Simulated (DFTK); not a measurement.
## MgB2 in DFTK: convergence with k mesh

The system is MgB2.

```xyz
3
Lattice="2.8639 0.0000 0.0000 -1.4319 2.4802 0.0000 0.0000 0.0000 3.2705" Properties=species:S:1:pos:R:3 pbc="T T T"
Mg    0.0000    0.0000    0.0000
B     1.4319    0.8267    1.6352
B     0.0000    1.6535    1.6352
```

The cell isn't the ideal one: cell squeezed.

```yaml
Program: DFTK 0.8.2
Task: convergence study
Functional: r2SCAN
Potentials_or_basis: SG15 1.2 (PBE)
Cutoff: 1225 eV
k_mesh: 2 × 2 × 1
Occupations: gaussian, width 0.05 eV
Spin: no spin polarisation
```

These are the settings of the first run; the series varies k mesh, with any setting tied to it.

Hardware: 1 thread of Intel(R) Xeon(R) Platinum 8488C (Sapphire Rapids), with other jobs on the host.

The values tried are 2 × 2 × 1, 3 × 3 × 2, 4 × 4 × 4, 6 × 6 × 5, 8 × 8 × 6, 9 × 9 × 7, 11 × 11 × 9, 13 × 13 × 10, loosest first. From which on does the energy stay within 1 meV/atom of the tightest run that finished?

From 9 × 9 × 7 on.

```
      k mesh  energy less the tightest run, at zero smearing (meV/atom)  pressure (GPa)  gap on the mesh (eV)  SCF cycles
   2 × 2 × 1                                                    1713.00           58.66                 1.653          11
   3 × 3 × 2                                                     173.75           48.55                 0.000          11
   4 × 4 × 4                                                       4.77           45.98                 0.000          10
   6 × 6 × 5                                                      13.70           47.69                 0.000          11
   8 × 8 × 6                                                       5.64           47.29                 0.000          11
   9 × 9 × 7                                                       0.33           47.39                 0.000          10
 11 × 11 × 9                                                       0.57           47.01                 0.000          10
13 × 13 × 10                                                       0.00           47.07                 0.000          10
```

Against the tightest run, the pressure stays within 0.1 GPa from 11 × 11 × 9 on; the gap on the mesh stays within 0.01 eV from 3 × 3 × 2 on. Meshes of other sizes hit other points, so gaps and Fermi surfaces needn't settle smoothly. The tightest run that finished is the yardstick and may itself not be fully converged.

Caveat, for the tightest run too: the potentials were made for another functional, which shifts forces and pressure.
